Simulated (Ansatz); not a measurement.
# NaCl: the cost of one run

Computed with Ansatz 0.2.0 (DFT PBEsol, scalar-relativistic, unless a step's input says otherwise).

### Step 1. The starting structure

It takes space group Pm-3m (No. 221, cubic). Conventional cell: a = 2.860 Å, b = 2.860 Å, c = 2.860 Å, α = 90.00°, β = 90.00°, γ = 90.00°. Na (site symmetry m-3m) has 8 Cl at 2.48 Å as nearest neighbours. Around Cl (site symmetry m-3m) lie 8 Na at 2.48 Å.

Structure file:

```cif
data_structure
_symmetry_space_group_name_H-M 'Pm-3m'
_symmetry_Int_Tables_number 221
_cell_length_a 2.8600
_cell_length_b 2.8600
_cell_length_c 2.8600
_cell_angle_alpha 90.000
_cell_angle_beta 90.000
_cell_angle_gamma 90.000
_cell_volume 23.39
loop_
_atom_site_label
_atom_site_type_symbol
_atom_site_symmetry_multiplicity
_atom_site_Wyckoff_symbol
_atom_site_fract_x
_atom_site_fract_y
_atom_site_fract_z
_atom_site_occupancy
Na1 Na 1 a 0.00000 0.00000 0.00000 1
Cl1 Cl 1 b 0.50000 0.50000 0.50000 1
```

The file gives the conventional cell by its symmetry; the runs use the cell typed in the input.

Atoms are numbered in the order of the input: Na1, Cl2.

### Step 2. Volume × 0.96, LAPW

Contents of input.yaml:

```yaml
crystal:
  lattice:
    - [2.821346613, 0.0, 0.0]
    - [0.0, 2.821346613, 0.0]
    - [0.0, 0.0, 2.821346613]
  atoms:
    - { symbol: Na, position: [0.0, 0.0, 0.0] }
    - { symbol: Cl, position: [0.5, 0.5, 0.5] }
kpoints:
  mp_grid: { grid: [9, 9, 9] }
  band_path:
    path:
      - [0.0, 0.0, 0.0]
      - [0.0, 0.5, 0.0]
      - [0.5, 0.5, 0.0]
      - [0.0, 0.0, 0.0]
      - [0.5, 0.5, 0.5]
      - [0.0, 0.5, 0.0]
      - [0.5, 0.5, 0.5]
      - [0.5, 0.5, 0.0]
    npoints: 5
scf:
  occupations: { method: fermi_dirac, width: 0.03 }
hamiltonian:
  xc: pbesol
  pseudopotentials: { kind: all_electron, lapw: { basis_error: 0.0005 } }
output:
  forces: true
  stress: true
  eigenvalues: true
```

The run is started by

```
$ ansatz run input.yaml --threads 1 --pin off --max-ram 3072MiB --backend cpu --events-out ev --progress --plain --runs-dir out
```

**Question.** How long does this run take on 1 thread of Arm Neoverse V2, shared host, and how much memory does it need?

About 4.9 s, with a peak of 0.24 GiB.
